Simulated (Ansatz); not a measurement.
## KBr (Fm-3m) under pressure

```
K Br
1.0
     3.27453    3.27453    0.00000
    -3.27453    3.27453    0.00000
     0.00000    3.27453    3.27453
K Br
1 1
Direct
  0.00000 0.00000 0.00000
  0.50000 0.50000 0.00000
```

This is the zero-pressure cell under PBEsol. Cell and atoms are relaxed by PAW (default files of Ansatz 0.2.0, cutoff 420 eV, stress met within about 0.05 GPa) at each pressure, in this structure whether or not another phase would take over; P is the pressure reached, less that of this cell. Levels come from PBEsol, all-electron LAPW in Ansatz 0.2.0, with spin-orbit coupling; k mesh 6×6×6, fixed occupations, basis error target 0.5 meV/atom. Conduction levels are in eV over the valence top (at Γ), at fixed fractional wave vectors. Zone-centre phonons come from finite displacements by PAW, without the LO-TO term.

```tsv
P (GPa)	V/V₀	Γ	X	L	T1u TO (cm⁻¹)
-1.98	1.2466	3.707	5.764	5.892	52.8
0.00	1.0000	4.176	5.557	6.321	111.8
1.98	0.9048	4.443	5.390	6.509	140.1
3.95	?	?	?	?	?
6.98	0.7823	4.909	5.048	6.764	185.1
9.98	0.7379	5.126	4.874	6.858	204.6
14.97	0.6847	5.432	4.617	6.969	230.6
```

Task: Fit the third-order Birch-Murnaghan equation to the rows shown.

Result: With f = [(V₀/V)^(2/3) − 1]/2, the normalised pressure F = P/[3f(1 + 2f)^(5/2)] is 13.9 GPa at f = -0.0683, 16.2 GPa at f = 0.0345, 17.4 GPa at f = 0.0889, 17.9 GPa at f = 0.1123, 18.5 GPa at f = 0.1436. The line F = B₀[1 + (3/2)(B′ − 4)f] gives B₀ = 15.4 GPa and B′ = 4.9.

Task: What are the volume deformation potentials and pressure coefficients of these levels at zero pressure?

Result: 

```csv
level,dE/dlnV (eV),dE/dP = −(dE/dlnV)/B₀ (meV/GPa),mean slope up to 2.0 GPa (meV/GPa)
Γ,-2.48,160.5,134.9
X,1.42,-92.0,-84.6
L,-1.91,124.0,94.7
```

dE/dlnV is the slope of a cubic fit in ln V at V₀. The last column is read from two rows and shows how the slope bends with pressure.

Task: What mode Grüneisen parameters follow?

Result: γ = −d ln ω/d ln V at V₀ from a quadratic fit in ln V: T1u 2.77.

Task: What belongs in the row at 3.95 GPa?

Result: The fits give V/V₀ = 0.8448 and Γ = 4.650 eV. Computed: V/V₀ = 0.8449, Γ = 4.650, X = 5.244, L = 6.632, T1u TO (cm⁻¹) = 160.7.

Task: Where does the lowest conduction level change its place?

Result: From Γ to X near 8.0 GPa, by linear interpolation between the computed rows. Errors in the spacing of the valleys shift these pressures.

Keep in mind: no other phase was computed; many crystals of this kind change structure within this range, and rows or crossings beyond such a change describe a metastable lattice; the frozen-core PAW files of the relaxations were fitted under PBE, their cores solved anew for this functional; semilocal gaps are low, and the spacing of valleys can be off by tenths of an eV; levels are read at fixed fractional k, so an edge that moves off these points is missed.
